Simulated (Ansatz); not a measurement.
**BeS: further runs on the relaxed cell**

One table from this session's results is given with a row withheld; the runs are named, their logs left out.

The COD entry's cell or inner coordinates are ideal or old and differ from later refinements, so a difference from it is no clean test against experiment.

Program: Ansatz 0.2.0. Level of theory: DFT PBE, scalar-relativistic, plane waves, PAW. These are calculated values, not measurements.

1 further run of the same task is left out (set aside as unsound or not needed).

### The starting structure

The structure is cubic, space group F-43m (No. 216). The conventional cell has a = 4.876 Å, b = 4.876 Å, c = 4.876 Å, α = 90.00°, β = 90.00°, γ = 90.00°. Be (site symmetry -43m) is surrounded by 4 S at 2.11 Å. Around S (site symmetry -43m) lie 4 Be at 2.11 Å.

Coordinates:

```xyz
2
Lattice="0.0000 2.4379 2.4379 2.4379 0.0000 2.4379 2.4379 2.4379 0.0000" Properties=species:S:1:pos:R:3 pbc="T T T"
Be    0.0000    0.0000    0.0000
S     1.2190    1.2190    1.2190
```

It is the result of an earlier relaxation at this level (volume 14.49 Å³/atom; gap on the mesh: 3.14 eV).

Set-up of the first run:

input.yaml

```yaml
crystal:
  lattice:
    - [0.0, 2.4379189251, 2.4379189251]
    - [2.4379189251, 0.0, 2.4379189251]
    - [2.4379189251, 2.4379189251, 0.0]
  atoms:
    - { symbol: Be, position: [0.0, 0.0, 0.0] }
    - { symbol: S, position: [0.25, 0.25, 0.25] }
basis:
  ecutwfc: 420
kpoints:
  mp_grid: { grid: [8, 8, 8] }
  band_path:
    path:
      - [[0.0, 0.0, 0.0], [-0.5, -0.5, 0.0], [-0.375, -0.375, 0.25]]
      - [[-0.375, 0.0, 0.375], [0.0, 0.0, 0.0], [0.0, 0.0, 0.5], [-0.5, -0.25, 0.25], [-0.5, -0.5, 0.0]]
    npoints: 14
hamiltonian:
  xc: pbe
scf:
  occupations: { method: gaussian, width: 0.02 }
  n_extra_bands: 6
output:
  forces: true
  stress: true
  eigenvalues: true
  populations: true
  dos: { projected: true, de: 0.02, nscf_kmesh: { grid: [12, 12, 12] } }
  bader: true
  write_density: true
  write_potential: true
  elf: true
  volumetric_format: npy
```

Started as:

```bash
$ ansatz run input.yaml --threads 1 --pin off --max-ram 2560MiB --backend cpu --events-out ev --progress --plain --runs-dir out
```

Among the steps run: Bands, states and charges; Band edges anywhere in the zone; Eigenvalues a small step from each edge; Back to the database's cell; Volume × 0.97; Volume × 1.03; Point at V/V0 = 0.94; Point at V/V0 = 1.06; The cell scaled to 0.91 of its volume; The cell scaled to 1.10 of its volume; The cell scaled to 0.88 of its volume.

One of the session's tables, all rows but one given; the rest of the session is left out.

It belongs to the step «Fit of the equation of state». 

| volume (Å³/atom) | energy above the lowest point (meV/atom) | pressure (GPa) | gap on the mesh (eV) |
| --- | --- | --- | --- |
| 12.751 | 74.3 | 15.14 | 2.83 |
| 13.186 | 39.7 | 10.50 | 2.92 |
| 13.620 | 16.8 | 6.49 | 3.00 |
| 14.055 | 4.0 | 3.02 | 3.08 |
| 14.490 | 0.0 | 0.02 | 3.14 |
| 14.924 | ? | ? | ? |
| 15.359 | 13.7 | -4.83 | 3.26 |
| 15.939 | 35.9 | -7.38 | 3.33 |

Estimate the missing values for volume (Å³/atom) = 14.924.

Worked estimate for «energy above the lowest point (meV/atom)». A straight line through the neighbours (14.490, 0.0) and (15.359, 13.7) gives 0.0 + (13.7 − 0.0) × (14.924 − 14.490) / (15.359 − 14.490) = 6.8; a parabola fitted to 4 rows on both sides gives 3.7.

The run gave: energy above the lowest point (meV/atom): 3.6; pressure (GPa): -2.58; gap on the mesh (eV): 3.21. In «energy above the lowest point (meV/atom)» the line misses by +3.2 and the parabola by +0.1.

To keep in mind: The absorption edge (5.6 eV along x) is to be set beside the least direct gap on the SCF mesh, 5.66 eV; the indirect gap of 3.14 eV gives no absorption without phonons.
